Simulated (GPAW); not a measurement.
Here is a GPAW 26.7.0 calculation.

Contents of run.py:

```python
from ase import Atoms
from ase.eos import EquationOfState
from ase.io import Trajectory
from ase.units import GPa
from gpaw import GPAW, PW

atoms = Atoms(['Ta'],
              cell=[[-1.65128, 1.65128, 1.65128],
                    [1.65128, -1.65128, 1.65128],
                    [1.65128, 1.65128, -1.65128]],
              scaled_positions=[[0.0, 0.0, 0.0]],
              pbc=True)

traj = Trajectory('eos.traj', 'w')
volumes, energies = [], []
for x in [0.94, 0.96, 0.98, 1.0, 1.02, 1.04, 1.06]:
    a = atoms.copy()
    a.set_cell(atoms.cell * x**(1 / 3), scale_atoms=True)
    calc = GPAW(mode=PW(600),
                xc='MGGA_X_R2SCAN+MGGA_C_R2SCAN',
                kpts={'size': (11, 11, 11), 'gamma': True},
                occupations={'name': 'fermi-dirac', 'width': 0.05},
                nbands=15,
                convergence={'density': 1e-05, 'energy': 1e-05},
                maxiter=150,
                txt=f'eos-{x:.2f}.txt')
    a.calc = calc
    energies.append(a.get_potential_energy(force_consistent=True))
    volumes.append(a.get_volume())
    p = -a.get_stress()[:3].mean() / GPa
    calc.write(f'eos-{x:.2f}.gpw')
    traj.write(a)
    print(f'{x:.2f} {volumes[-1]:10.4f} A^3 {energies[-1]:14.6f} eV {p:9.3f} GPa', flush=True)

v0, e0, B = EquationOfState(volumes, energies, eos='birchmurnaghan').fit()
print(f'V0 = {v0:.4f} A^3, E0 = {e0:.6f} eV, B0 = {B / GPa:.2f} GPa')
```

Potentials or basis: GPAW PAW data sets (gpaw-data 1.2.1), pw.

Command:

```bash
$ OMP_NUM_THREADS=1 python run.py
```

Problem. Estimate the bulk modulus.

Solution. 200 GPa (rough).

Problem. Predict the equilibrium volume.

Solution. 18.12 Å³/atom (rough: see the caveat).

Energy against volume, from the lowest point:
```tsv
volume (Å³/atom)	energy (meV/atom)
16.930	53.85
17.290	25.23
17.650	7.50
18.010	0.00
18.371	1.63
18.731	11.62
19.091	29.30
```

Caveat: the points scatter about the fit; the PAW data sets were made with another functional, which shifts forces and pressure a little. The run has no spin-orbit coupling, so splittings on Ta are missing.
